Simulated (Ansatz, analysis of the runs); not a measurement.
# Transmission past a defect: Ni wire along [100], 4 atoms a period, Cu and Cu in place of neighbours Ni and Ni, part 2 of 2

Wanted: the relaxed defect and the transmission past it, beside the channels of the perfect wire.

Ansatz 0.2.0; DFT PBE, plane waves, PAW; relaxation of a wire's period (the session's first sound run).

So far, conductance of the lead as this run defines it (G₀): step 3 (bands of the perfect wire) 6.49.

### Step 5. The open system

This step: DFT PBE, plane waves, PAW; transmission of a junction in a wire (Ansatz 0.2.0).

The cell is now read as a scatterer between two semi-infinite leads, named by two sites one period apart. The scattering states in its self-consistent potential are matched to the leads' states at each energy. One point across is taken, as for a wire in vacuum.

input.yaml

```yaml
crystal:
  lattice:
    - [8.56, 0.0, 0.0]
    - [0.0, 8.56, 0.0]
    - [0.0, 0.0, 21.3472309445]
  atoms:
    - { symbol: Ni, position: [0.380604876, 0.380604876, 0.0], spin: 0.83 }
    - { symbol: Ni, position: [0.619395124, 0.619395124, 0.0], spin: 0.83 }
    - { symbol: Ni, position: [0.380604876, 0.619395124, 0.055555556], spin: 0.83 }
    - { symbol: Ni, position: [0.619395124, 0.380604876, 0.055555556], spin: 0.83 }
    - { symbol: Ni, position: [0.380604876, 0.380604876, 0.111111111], spin: 0.83 }
    - { symbol: Ni, position: [0.619395124, 0.619395124, 0.111111111], spin: 0.83 }
    - { symbol: Ni, position: [0.380604876, 0.619395124, 0.166666667], spin: 0.83 }
    - { symbol: Ni, position: [0.619395124, 0.380604876, 0.166666667], spin: 0.83 }
[... 24 atom lines left out ...]
    - { symbol: Ni, position: [0.380604876, 0.380604876, 0.888888889], spin: 0.83 }
    - { symbol: Ni, position: [0.619395124, 0.619395124, 0.888888889], spin: 0.83 }
    - { symbol: Ni, position: [0.380604876, 0.619395124, 0.944444444], spin: 0.83 }
    - { symbol: Ni, position: [0.619395124, 0.380604876, 0.944444444], spin: 0.83 }
magnetization:
  spin_polarized: true
kpoints:
  mp_grid: { grid: [1, 1, 4] }
scf:
  occupations: { method: fermi_dirac, width: 0.05 }
hamiltonian:
  xc: pbe
output:
  transmission:
    e_range: [-1.26, 1.26]
    de: 0.035
    kmesh: [1, 1]
    reduced_basis: true
    leads: [[32, 0]]
  dos: { projected: true, e_range: [-4, 3] }
  write_potential: true
  write_density: true
  volumetric_format: npy
  elf: true
basis:
  ecutwfc: "350 eV"
```

Launch:

```bash
ansatz run input.yaml --threads 4 --pin off --max-ram 16384MiB --backend cpu --events-out ev --progress --plain --runs-dir out
```

Wall time 24 min (4 threads of Arm Neoverse V2, shared host); peak memory 7.7 GiB.

Numbers from this step:

```
energy at zero smearing                                       : -211752.5869 eV
total moment                                                  : 26.97 μB
absolute moment                                               : 30.12 μB
transmission at the energy nearest the Fermi level, spin up   : 2.992
transmission at the energy nearest the Fermi level, spin down : 6.238
step of the lead's Hamiltonian                                : 10.6 meV
conductance of the junction                                   : 4.404 G₀
```

Transmission against energy, zero at the Fermi level:

```
energy (eV)  spin up  spin down
      -1.26     3.18       3.86
      -1.19     3.05       4.08
      -1.12     5.08       5.56
      -1.05     5.65       5.60
      -0.98     3.50       4.26
      -0.91     7.26       4.13
      -0.84     8.31       1.93
      -0.77     7.70       2.52
      -0.70     4.30       3.34
      -0.67     7.08       3.44
      -0.63     6.15       3.57
      -0.59     4.48       2.89
      -0.53     3.94       2.91
      -0.46     2.99       2.52
      -0.39     2.99       2.50
      -0.32     2.99       4.73
      -0.24     2.99       4.02
      -0.17     2.99       3.25
      -0.10     2.99       3.75
      -0.04     2.99       6.11
       0.00     2.99       6.24
       0.04     2.99       6.28
       0.10     2.99       4.46
       0.17     3.00       3.57
       0.24     3.00       6.25
       0.32     3.00       5.34
       0.39     3.00       4.71
       0.46     3.00       2.95
       0.53     3.00       2.98
       0.59     3.00       2.99
       0.63     3.00       2.99
       0.70     3.00       2.99
       0.77     3.00       2.99
       0.84     3.00       2.99
       0.91     3.00       2.99
       0.98     3.00       2.99
       1.05     3.97       3.98
       1.12     3.98       3.98
       1.19     4.95       3.98
       1.26     4.98       4.96
```

Open channels of the lead against energy, zero at the Fermi level:

```
energy (eV)  spin up  spin down
      -1.26        5          9
      -1.19        5          7
      -1.12        8          9
      -1.05        8          9
      -0.98        6          7
      -0.91        9          7
      -0.84       13          4
      -0.77        9          3
      -0.70        5          7
      -0.63        7          7
      -0.59        5          5
      -0.53        4          7
      -0.46        3          7
      -0.39        3          4
      -0.32        3          8
      -0.24        3          8
      -0.17        3          6
      -0.10        3          6
      -0.04        3         11
       0.00        3         11
       0.04        3         11
       0.10        3          7
       0.17        3          7
       0.24        3         11
       0.32        3          7
       0.39        3          5
       0.46        3          3
       0.53        3          3
       0.59        3          3
       0.63        3          3
       0.70        3          3
       0.77        3          3
       0.84        3          3
       0.91        3          3
       0.98        3          3
       1.05        4          4
       1.12        4          4
       1.19        5          4
       1.26        5          5
```

Projected DOS an atom over height of the atomic layer and energy from the Fermi level.  broadened by a Gaussian of 0.15 eV, since few k-points sample the long cell.

Values in states/eV, 12 rows by 16 columns, each cell a mean:
```
0.26 0.25 0.26 0.26 0.26 0.27 0.28 0.25 0.25 0.28 0.27 0.26 0.26 0.26 0.25 0.26
0.32 0.32 0.32 0.31 0.32 0.32 0.34 0.29 0.29 0.34 0.32 0.32 0.31 0.32 0.32 0.32
1.32 1.32 1.31 1.30 1.30 1.30 1.25 0.80 0.80 1.25 1.30 1.30 1.30 1.31 1.32 1.32
2.03 2.00 2.00 2.02 2.02 2.04 2.16 1.55 1.55 2.16 2.04 2.02 2.02 2.00 2.00 2.03
3.13 3.10 3.10 3.07 3.05 3.11 3.51 2.56 2.56 3.51 3.11 3.05 3.07 3.10 3.10 3.13
3.98 3.98 3.99 3.99 3.97 3.93 4.13 3.24 3.24 4.13 3.93 3.97 3.99 3.99 3.98 3.98
2.53 2.56 2.57 2.56 2.55 2.60 2.63 3.18 3.18 2.63 2.60 2.55 2.56 2.57 2.56 2.53
2.22 2.21 2.21 2.20 2.15 2.22 2.08 2.73 2.73 2.08 2.22 2.15 2.20 2.21 2.21 2.22
2.20 2.21 2.20 2.22 2.24 2.15 1.91 2.59 2.59 1.91 2.15 2.24 2.22 2.20 2.21 2.20
1.89 1.92 1.92 1.90 1.92 1.96 1.89 2.94 2.94 1.89 1.96 1.92 1.90 1.92 1.92 1.89
1.78 1.78 1.78 1.80 1.84 1.78 1.56 1.77 1.77 1.56 1.78 1.84 1.80 1.78 1.78 1.78
0.72 0.74 0.74 0.75 0.76 0.75 0.71 0.79 0.79 0.71 0.75 0.76 0.75 0.74 0.74 0.72
```
Columns: height of the atomic layer (Å) from 4.3e-6 to 20.2; rows upwards: energy from the Fermi level (eV) from -3.98 to 1.47.

Site moment by element, in μB:

```
element  atoms   mean  spread (r.m.s.)  least  largest
     Ni     34  0.813            0.026  0.747    0.834
     Cu      2  0.036            0.000  0.036    0.036
```

The atoms farthest from the mean of their element:

```
atom        x, y, z (Å)  site moment (μB)
Ni17   3.29, 3.27, 9.48             0.747
Ni19  3.29, 5.29, 10.68             0.747
Ni16   5.31, 3.26, 8.26             0.760
Ni22  5.31, 5.30, 11.90             0.760
Ni21  3.28, 3.26, 11.87             0.772
Ni15   3.28, 5.30, 8.30             0.772
Ni28  5.30, 3.26, 15.42             0.834
Ni10   5.30, 5.30, 4.74             0.834
```

Spin density in the ca plane at fractional y = 0.373, with atoms of Ni and Cu within 0.2 Å of it.

Ten even steps from '0' (0.0 e/Å³) to '9' (2.6 e/Å³), each cell a mean:
```
00000000000000000000000000000000000000000000
00000000000000000000000000000000000000000000
00000000000000000000000000000000000000000000
00000000000000000000000000000000000000000000
00000000000000000000000000000000000000000000
00000000000000000000000000000000000000000000
00000000000000000000000000000000000000000000
20000231000132000023000000000001410000320000
50000692000296000058200000000004930001871000
20000231000132000023100000000001310000320000
00000000000000000000000000000000000000000000
00000000000000000000000000000000000000000000
00110000010000011000001000001100000110000110
01661000373000156100027300005610002740000571
01651000373000166100025200004510002740000561
00110000010000011000000000001000000100000110
00000000000000000000000000000000000000000000
00000000000000000000000000000000000000000000
00000000000000000000000000000000000000000000
00000000000000000000000000000000000000000000
00000000000000000000000000000000000000000000
00000000000000000000000000000000000000000000
00000000000000000000000000000000000000000000
```
Columns run along c (16.0 Å, from fractional 0.07 to 0.82 of the cell), rows up along a (8.6 Å). Atoms in or near the plane, at fractional coordinates: Ni at (0.11, 0.38), Ni at (0.17, 0.62), Ni at (0.22, 0.38), Ni at (0.28, 0.62), Ni at (0.33, 0.38), Ni at (0.39, 0.62), Ni at (0.44, 0.38), Cu at (0.50, 0.63), Ni at (0.56, 0.38), Ni at (0.61, 0.62), Ni at (0.67, 0.38), Ni at (0.72, 0.62), Ni at (0.78, 0.38).

Electrostatic potential energy in the ca plane at fractional y = 0.373, with atoms of Ni and Cu within 0.2 Å of it. With pseudopotentials it is smooth inside the atoms' cores, unlike the true potential.

Values in eV, 12 rows by 16 columns, each cell a mean:
```
  6   6   6   6   6   6   6   6   6   6   6   6   6   6   6   6
  6   6   6   6   6   6   6   6   6   5   6   6   6   6   6   6
  4   4   3   5   3   4   3   3   4   2   4   3   4   4   3   5
-13  -8 -26  -1 -28  -6 -18 -17  -7 -33  -2 -25 -11 -12 -23  -2
-35 -25 -57  -8 -60 -20 -43 -41 -15 -49  -8 -54 -29 -32 -52 -11
-10  -6 -18  -2 -20  -5 -13 -12  -2 -12  -1 -16  -8  -9 -16  -2
-19 -26  -6 -36  -4 -29 -16 -15 -33  -3 -37  -8 -24 -21  -9 -35
-36 -45 -13 -60 -10 -51 -30 -27 -51  -8 -59 -16 -43 -39 -19 -58
 -6  -9   0 -14   1 -11  -4  -2 -10   2 -12   0  -8  -7  -1 -13
  5   4   5   4   5   4   5   5   5   5   4   5   5   5   5   4
  6   6   6   6   6   6   6   6   6   6   6   6   6   6   6   6
  6   6   6   6   6   6   6   6   6   6   6   6   6   6   6   6
```
Columns run along c (16.0 Å, from fractional 0.07 to 0.82 of the cell; values clipped at the 3rd and 97th percentile), rows up along a (8.6 Å). Atoms in or near the plane, at fractional coordinates: Ni at (0.11, 0.38), Ni at (0.17, 0.62), Ni at (0.22, 0.38), Ni at (0.28, 0.62), Ni at (0.33, 0.38), Ni at (0.39, 0.62), Ni at (0.44, 0.38), Cu at (0.50, 0.63), Ni at (0.56, 0.38), Ni at (0.61, 0.62), Ni at (0.67, 0.38), Ni at (0.72, 0.62), Ni at (0.78, 0.38).

ELF in the ca plane at fractional y = 0.373, with atoms of Ni and Cu within 0.2 Å of it. It is the smooth field of the valence electrons, not physical close to the nuclei.

Values, 12 rows by 16 columns, each cell a mean:
```
0.01 0.01 0.01 0.01 0.01 0.01 0.01 0.01 0.01 0.01 0.01 0.01 0.01 0.01 0.01 0.01
0.08 0.09 0.07 0.10 0.07 0.10 0.07 0.07 0.11 0.10 0.11 0.07 0.09 0.09 0.07 0.10
0.17 0.20 0.12 0.24 0.11 0.22 0.14 0.14 0.22 0.14 0.24 0.12 0.19 0.18 0.13 0.23
0.23 0.24 0.24 0.25 0.24 0.25 0.22 0.22 0.23 0.31 0.23 0.23 0.23 0.23 0.23 0.25
0.32 0.28 0.47 0.22 0.49 0.26 0.37 0.36 0.23 0.57 0.21 0.45 0.30 0.31 0.43 0.23
0.24 0.24 0.24 0.24 0.25 0.24 0.23 0.24 0.24 0.21 0.24 0.24 0.24 0.24 0.24 0.25
0.25 0.27 0.24 0.30 0.24 0.28 0.25 0.25 0.29 0.23 0.31 0.24 0.26 0.26 0.25 0.30
0.33 0.39 0.24 0.48 0.23 0.42 0.30 0.29 0.43 0.23 0.47 0.25 0.37 0.35 0.26 0.47
0.19 0.18 0.25 0.17 0.25 0.17 0.20 0.23 0.16 0.25 0.17 0.26 0.18 0.19 0.23 0.17
0.15 0.13 0.20 0.10 0.20 0.12 0.16 0.19 0.11 0.19 0.11 0.21 0.13 0.14 0.18 0.11
0.05 0.05 0.06 0.04 0.06 0.04 0.05 0.06 0.04 0.05 0.04 0.07 0.05 0.05 0.06 0.04
0.00 0.00 0.00 0.00 0.00 0.00 0.00 0.00 0.00 0.00 0.00 0.00 0.00 0.00 0.00 0.00
```
Columns run along c (16.0 Å, from fractional 0.07 to 0.82 of the cell), rows up along a (8.6 Å). Atoms in or near the plane, at fractional coordinates: Ni at (0.11, 0.38), Ni at (0.17, 0.62), Ni at (0.22, 0.38), Ni at (0.28, 0.62), Ni at (0.33, 0.38), Ni at (0.39, 0.62), Ni at (0.44, 0.38), Cu at (0.50, 0.63), Ni at (0.56, 0.38), Ni at (0.61, 0.62), Ni at (0.67, 0.38), Ni at (0.72, 0.62), Ni at (0.78, 0.38).

By hand: the program gives 4.6574 × 10^14 S/m² over the cell's cross-section of 73.27 Å² = 7.327 × 10^-19 m², so one cell conducts 3.413 × 10^-4 S. Divided by G0 = 2e²/h = 7.748 × 10^-5 S this is 4.40 G0, a resistance of 2.93 kΩ.

The conductance is 4.40 G₀, with 3 spin-up and 11 spin-down channels open in the lead. The lead's Hamiltonian steps by 10.6 meV, which the program lets pass, though it counts in the error estimate. The largest term of the program's error estimate is 62 %, from band edges of the leads and from resonances.

### Step 6. Conductance and thermopower from T(E)

This step: Landauer integrals over the computed T(E), interpolated linearly between its energies (analysis of the runs above).

Conductance and thermopower are moments of T(E) over the thermal window; sliding the window along E stands for a gate that leaves T(E) rigid.

This step gave:

| Property | Result |
| --- | --- |
| conductance at 300 K, interpolated from T(E) | 4.372 G₀ |
| thermopower at 300 K | -2.246 μV/K |
| Lorenz number over L0 | 0.8813 |
| spin polarisation of the transmission | -35.17 % |

T(E) held rigid; rough near sharp steps of T(E). The conductance at 300 K by shift of the leads' level:

```
shift of the leads' level (eV)  conductance at 300 K (G₀)
                        -0.900                       5.12
                        -0.800                       4.69
                        -0.750                       4.47
                        -0.650                       4.54
                        -0.550                       3.57
                        -0.450                       2.93
                        -0.400                       2.99
                        -0.300                       3.54
                        -0.200                       3.24
                        -0.150                       3.31
                        -0.050                       4.05
                         0.050                       4.19
                         0.150                       3.75
                         0.200                       4.09
                         0.300                       4.23
                         0.400                       3.69
                         0.450                       3.30
                         0.550                       3.00
                         0.650                       2.99
                         0.750                       2.99
                         0.800                       2.99
                         0.900                       3.02
```

T(E) held rigid; rough near sharp steps of T(E). Thermopower at 300 K against shift of the leads' level:

```
shift of the leads' level (eV)  thermopower at 300 K (μV/K)
                        -0.900                         4.62
                        -0.850                         6.09
                        -0.800                         5.53
                        -0.700                        -2.65
                        -0.650                         4.89
                        -0.600                         18.3
                        -0.550                         18.7
                        -0.450                         3.04
                        -0.400                        -7.43
                        -0.350                        -13.4
                        -0.300                        -3.19
                        -0.200                         2.53
                        -0.150                        -7.56
                        -0.100                        -14.6
                        -0.050                        -15.3
                         0.050                         10.1
                         0.100                         8.22
                         0.150                        -4.24
                         0.200                        -12.7
                         0.300                         7.28
                         0.350                         9.68
                         0.400                         13.0
                         0.450                         14.8
                         0.550                         1.57
                         0.600                        0.285
                         0.650                       0.0345
                         0.700                     -0.00832
                         0.800                       -0.123
                         0.850                       -0.620
                         0.900                        -2.93
```

The two levels move by half the bias each and T(E) is held rigid. The current from the zero-bias T(E) by bias:

```
bias (V)  current from the zero-bias T(E) (μA)
   0.000                                     0
   0.100                                  33.2
   0.200                                  63.4
   0.300                                  91.3
   0.400                                   119
   0.500                                   148
   0.600                                   179
   0.700                                   208
   0.800                                   235
   0.900                                   260
   1.000                                   284
   1.100                                   308
   1.200                                   335
   1.300                                   363
   1.400                                   392
   1.500                                   421
   1.600                                   450
   1.700                                   480
   1.800                                   511
   1.900                                   543
```

By hand, Mott's formula: S = −(π²k²T/3e) d ln T/dE, and π²k²T/3e = 7.33 μV/K × eV at 300 K. The computed T is 7.25 at -0.070 eV and 7.61 at +0.070 eV (both spins added), so d ln T/dE ≈ 0.349 per eV and S ≈ -2.56 μV/K, against -2.25 from the integrals.

The thermopower is -2.25 μV/K. The Lorenz ratio is 0.88, where the Wiedemann-Franz law gives 1. Moving the level by up to 0.1 eV either way gives -15 to 10 μV/K.

### Step 7. Bands of the perfect wire

This step: DFT PBE, plane waves, PAW; channels and complex bands of a perfect wire; changed: kpoints.mp_grid.grid = [1, 1, 17], scf.eigensolver.kind = "davidson", basis.precision = "f64", crystal.symmetry = {"detect": false} (Ansatz 0.2.0).

System of this step: Ni wire along [100], 4 atoms a period. The cell holds 4 atoms: 4 Ni. Its edges and angles: a = 8.560 Å, b = 8.560 Å, c = 2.372 Å, α = 90.0°, β = 90.0°, γ = 90.0°. Vacuum lies along a and b. The structure's axis is c.

The atoms of the run on the perfect lead are kept and the input is varied, to see whether the result depends on it.

input.yaml

```yaml
crystal:
  lattice:
    - [8.56, 0.0, 0.0]
    - [0.0, 8.56, 0.0]
    - [0.0, 0.0, 2.3719145494]
  atoms:
    - { symbol: Ni, position: [0.380604876, 0.380604876, 0.0], spin: 0.83 }
    - { symbol: Ni, position: [0.619395124, 0.619395124, 0.0], spin: 0.83 }
    - { symbol: Ni, position: [0.380604876, 0.619395124, 0.5], spin: 0.83 }
    - { symbol: Ni, position: [0.619395124, 0.380604876, 0.5], spin: 0.83 }
  symmetry: { detect: false }
magnetization:
  spin_polarized: true
kpoints:
  mp_grid: { grid: [1, 1, 17] }
scf:
  occupations: { method: fermi_dirac, width: 0.05 }
  eigensolver: { kind: davidson }
hamiltonian:
  xc: pbe
output:
  transmission:
    e_range: [-1.26, 1.26]
    de: 0.035
    kmesh: [1, 1]
    reduced_basis: true
    leads: [[0, 0]]
basis:
  ecutwfc: "350 eV"
  precision: f64
```

Elapsed: 7.9 min, on 4 threads; peak memory 2.7 GiB.

Residual by cycle:

cycle, log10 residual and a bar from the least value:
```
        1        0.8 ##############################
        2        0.3 ############################
        3       -0.8 ########################
        4       -0.8 ########################
        5       -1.5 ######################
        6       -2.9 #################
        8       -4.4 ###########
        9       -5.8 #######
       10       -6.3 #####
       11       -7.4 #
       12       -6.9 ###
       13       -7.7
```

The setting was moved on purpose (kpoints.mp_grid.grid = [1, 1, 17], scf.eigensolver.kind = "davidson", basis.precision = "f64" and crystal.symmetry = {"detect": false}), yet the run converged, and its energy lies within 1 meV an atom of the base run's, at the same geometry.

Side by side:

```
                                           quantity   this run  sound run  difference
                       energy at zero smearing (eV)  -23353.46  -23353.46    -0.00270
                                  total moment (μB)     3.1619     3.1704    -0.00852
                               absolute moment (μB)     3.5246     3.5399     -0.0152
conductance of the lead as this run defines it (G₀)     6.4662     6.4885     -0.0223
```

### Step 8. Results

| Item | Value |
| --- | --- |
| conductance of the perfect wire | 6.49 G₀ |
| conductance, Cu and Cu in place of neighbours Ni and Ni | 4.40 G₀ (one error term of 62 %, so a rough value at best) |
| thermopower, Cu and Cu in place of neighbours Ni and Ni | -2.25 μV/K (rough, as the conductance is) |
| spin polarisation of T at the Fermi level, Cu and Cu in place of neighbours Ni and Ni | -35.2 % |

In words: Summed over the computed window, 75 % of the lead's open channels pass the defect; the conductance at 300 K is 4.40 G₀. With Cu and Cu in place of neighbours Ni and Ni, 68 % of the conductance of that run's own lead (6.48 G₀) is left. Transport is coherent and elastic here: the atoms are frozen, so scattering by vibrations plays no part. In the perfect wire the moments were started parallel, and no opposed start was run. No search over magnetic orders was made; another may lie lower. One term of the program's error estimate for a conductance, of a junction or of the perfect wire, reaches 62 % in this session. A cutoff under the files' recommended one was taken to save time; its effect on T(E) was not tested here.

[Logs are printed without paths, hosts, clocks, repeated set-up lines and the standing remarks that a program may print on its own settings, such as how far it seeks lower states.]

[Hosts, paths, dates, database ids (printed as entryN), source tags and the programs' standing remarks are cut or masked in the printed files.]
